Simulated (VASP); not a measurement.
# Rb in VASP: further runs, part 2 of 2

VASP 6.6.1. The steps go on from the part before.

**6. Single point, r2SCAN**

The input, INCAR:

```
SYSTEM = Rb
PREC = Accurate
ENCUT = 400
EDIFF = 1E-6
ISMEAR = 1
SIGMA = 0.2
LREAL = .FALSE.
LASPH = .TRUE.
NELM = 100
ALGO = Normal
ISIF = 2
LWAVE = .FALSE.
LCHARG = .FALSE.
METAGGA = R2SCAN
LMIXTAU = .TRUE.
ADDGRID = .FALSE.
```

The input, KPOINTS:

```
regular mesh
0
G
  5 5 5
  0 0 0
```

The input, POSCAR:

```
Rb
1.0
    0.0790870000      3.6559800000      3.6130310000
    3.6559400000      0.0406780000      3.6514400000
    3.6810400000      3.7194890000      0.0155780000
Rb
1
Direct
   -0.0191540000      0.0033960000      0.0084760000
```

Potentials or basis: VASP PAW PBE potentials, release 64 (Rb_sv).

Command:

```bash
$ cat potpaw_PBE.64/Rb_sv/POTCAR > POTCAR
$ mpirun -np 1 vasp_std > vasp.out
```

OUTCAR:

```text
SYSTEM = Rb
   PREC = Accurate
   ENCUT = 400
   EDIFF = 1E-6
   ISMEAR = 1
   LREAL = .FALSE.
   LASPH = .TRUE.
   NELM = 100
   ISIF = 2
   METAGGA = R2SCAN

 Found     63 irreducible k-points:

 Following reciprocal coordinates:
            Coordinates               Weight
  0.000000  0.000000  0.000000      1.000000
  0.200000 -0.000000  0.000000      2.000000
  0.400000  0.000000  0.000000      2.000000
  0.000000  0.200000  0.000000      2.000000
  0.200000  0.200000  0.000000      2.000000
  0.400000  0.200000  0.000000      2.000000
   k-points           NKPTS =     63   k-points in BZ     NKDIM =     63   number of bands    NBANDS=      8
   number of dos      NEDOS =    301   number of ions     NIONS =      1
   total plane-waves  NPLWV =  46656
   dimension x,y,z NGX =    36 NGY =   36 NGZ =   36
   dimension x,y,z NGXF=    72 NGYF=   72 NGZF=   72
   ions per type =               1
   NGX,Y,Z   is equivalent  to a cutoff of  11.64, 11.58, 11.44 a.u.
   NGXF,Y,Z  is equivalent  to a cutoff of  23.28, 23.16, 22.87 a.u.
 SYSTEM =  Rb
   PREC   = accura    normal or accurate (medium, high low for compatibility)
   ISTART =      0    job   : 0-new  1-cont  2-samecut
   ICHARG =      2    charge: 1-file 2-atom 10-const
   ISPIN  =      1    spin polarized calculation?
   LNONCOLLINEAR =      F non collinear calculations
   LSORBIT =      F    spin-orbit coupling
   LASPH  =      T    aspherical Exc in radial PAW
   ENCUT  =  400.0 eV  29.40 Ry    5.42 a.u.   8.38  8.43  8.53*2*pi/ulx,y,z
   NELM   =    100;   NELMIN=  2; NELMDL= -5     # of ELM steps
   EDIFF  = 0.1E-05   stopping-criterion for ELM
   LREAL  =      F    real-space projection
   EDIFFG = 0.1E-04   stopping-criterion for IOM
   NSW    =      0    number of steps for IOM
   IBRION =     -1    ionic relax: 0-MD 1-quasi-New 2-CG
   NFREE  =      0    steps in history (QN), initial steepest desc. (CG)
   ISIF   =      2    stress and relaxation
   ISYM   =      2    0-nonsym 1-usesym 2-fastsym
   POTIM  = 0.5000    time-step for ionic-motion
   TEBEG  =    0.0;   TEEND  =   0.0 temperature during run
   PSTRESS=    0.0 pullay stress
   NELECT =       9.0000    total number of electrons
   NUPDOWN=      -1.0000    fix difference up-down
   EMIN   =  10.00;   EMAX   =-10.00  energy-range for DOS
   EFERMI =   0.00;   METHOD = LEGACY
   ISMEAR =     1;   SIGMA  =   0.20  broadening in eV -4-tet -1-fermi 0-gaus
   EFERMI_NEDOS =   21; number of points for ismear=-14 and -15
   IALGO  =     38    algorithm
   IMIX   =      4    mixing-type and parameters
     AMIX     =   0.40;   BMIX     =  1.00
     AMIX_MAG =   1.60;   BMIX_MAG =  1.00
  volume/ion in A,a.u.               =      96.45       650.86
  Fermi-wavevector in a.u.,A,eV,Ry     =   0.742548  1.403213  7.501953  0.551378
  Thomas-Fermi vector in A             =   1.837453
   LORBIT       =      0    0 simple, 1 ext, 2 COOP (PROOUT), +10 PAW based schemes
   METAGGA = R2SCAN    functional components
   LHFCALC =     F    Hartree Fock is set to
   AEXX    =    0.0000 exact exchange contribution
   IVDW    =     0    specifies the selected vdW correction
   LEPSILON=     F    determine dielectric tensor
   LRPA    =     F    only Hartree local field effects (RPA)
 non-spin polarized calculation
 Methfessel and Paxton  Order N= 1 SIGMA  =   0.20
  energy-cutoff  :      400.00
  volume of cell :       96.45
 maximum number of plane-waves:      1773
 NGX is ok and might be reduce to    36

 number of electron       9.0000000 magnetization

 Free energy of the ion-electron system (eV)
  ---------------------------------------------------
  ext. energy  EPLUGINS =         0.00000000
  ---------------------------------------------------
  free energy    TOTEN  =       -13.94520169 eV

  energy without entropy =      -13.94809288  energy(sigma->0) =      -13.94616542

 E-fermi :   0.0689     XC(G=0):  -5.5823

 val. band max:        0.0302735507   @ k =   0.4000   0.4000   0.0000
 cond. band min:       0.3072071096   @ k =  -0.4000  -0.4000   0.4000
 fundamental gap:      0.2769335589
 Fermi energy:         0.0688509515

 k-point     1 :       0.0000    0.0000    0.0000
  band No.  band energies     occupation
      1     -30.1553      2.00000
      2     -13.6521      2.00000
      3     -13.6517      2.00000
      4     -13.6515      2.00000
      5      -2.0777      2.00000
      6       3.7841     -0.00000
      7       3.8870     -0.00000
      8       4.0364     -0.00000

 k-point     2 :       0.2000   -0.0000    0.0000
  band No.  band energies     occupation
      1     -30.1541      2.00000
      2     -13.6819      2.00000
      3     -13.6563      2.00000
      4     -13.6555      2.00000
      5      -1.6202      2.00000
      6       2.9180     -0.00000
      7       3.8869     -0.00000
      8       4.0087     -0.00000

 k-point     3 :       0.4000    0.0000    0.0000
  band No.  band energies     occupation
      1     -30.1521      2.00000
      2     -13.7291      2.00000
      3     -13.6636      2.00000
      4     -13.6619      2.00000
      5      -0.3927      2.00523
      6       1.2749     -0.00000
      7       3.5964     -0.00000
      8       3.7215     -0.00000

 k-point     4 :       0.0000    0.2000    0.0000
  band No.  band energies     occupation
      1     -30.1542      2.00000
      2     -13.6803      2.00000
      3     -13.6560      2.00000
      4     -13.6550      2.00000
      5      -1.6331      2.00000
      6       2.8351     -0.00000
      7       3.8602     -0.00000
      8       4.1105      0.00000

 k-point     5 :       0.2000    0.2000    0.0000
  band No.  band energies     occupation
      1     -30.1539      2.00000
      2     -13.6790      2.00000
      3     -13.6623      2.00000
      4     -13.6615      2.00000
      5      -1.4869      2.00000
      6       2.9031     -0.00000
      7       3.8152     -0.00000
      8       3.8793     -0.00000

 k-point     6 :       0.4000    0.2000    0.0000
  band No.  band energies     occupation
      1     -30.1521      2.00000
      2     -13.7140      2.00000
      3     -13.6716      2.00000
      4     -13.6698      2.00000
      5      -0.5236      2.00023
      6       1.9411     -0.00000
      7       2.8494     -0.00000
      8       3.8518     -0.00000

 [... further k-points ...]

------------------------ aborting loop because EDIFF is reached ----------------------------------------

  FORCE on cell =-STRESS in cart. coord.  units (eV):
  Direction    XX          YY          ZZ          XY          YZ          ZX
  --------------------------------------------------------------------------------------
  -------------------------------------------------------------------------------------
  Total       -0.1697093     -0.1742374     -0.1711712     -0.0562941      0.0115833     -0.0299235
  in kB       -2.8191841     -2.8944040     -2.8434679     -0.9351487      0.1924192     -0.4970847
  external PRESSURE =      -2.8523520 kB  Pullay stress =       0.0000000 kB

 VOLUME and BASIS-vectors are now :
 -----------------------------------------------------------------------------
  energy-cutoff  :      400.00
  volume of cell :       96.45
      direct lattice vectors                 reciprocal lattice vectors
     0.079087000  3.655980000  3.613031000    -0.140810279  0.138770703  0.139437870
     3.655940000  0.040678000  3.651440000     0.138745112 -0.137882505  0.136484505
     3.681040000  3.719489000  0.015578000     0.136888613  0.133960839 -0.138549672

 POSITION                                       TOTAL-FORCE (eV/Angst)
 -----------------------------------------------------------------------------------
      0.12119      3.61762      3.55636         0.000000      0.000000     -0.000000
 -----------------------------------------------------------------------------------
    total drift:                                0.000000      0.000000     -0.000000

  FREE ENERGIE OF THE ION-ELECTRON SYSTEM (eV)
  ---------------------------------------------------
  free  energy   TOTEN  =       -13.9452016940 eV

  energy  without entropy=      -13.9480928778  energy(sigma->0) =      -13.94616542
```

Run time: 2.1 min. Hardware: 1 thread of Intel Xeon 6975P-C (Granite Rapids), shared host; peak memory 0.22 GiB.

These settings aren't checked as converged: the numbers below hold their error.

What came out:

| Quantity | Value |
| --- | --- |
| Free energy | -13.9452 eV |
| Pressure | -0.3 GPa |
| Band gap on the k mesh | none (metal or under the smearing width) |

Caveat: the PAW data sets were made with another functional, which shifts forces and pressure a little.

**7. For comparison**

An earlier run on the cell as given: functional PBE; potentials or basis VASP PAW PBE potentials, release 64 (Rb_sv); cutoff 520 eV; k mesh 6 × 6 × 6; occupations fermi-dirac, width 0.05 eV; no spin polarisation.

- Pressure: -0.1 GPa
- Band gap on the k mesh: none (metal or under the smearing width)
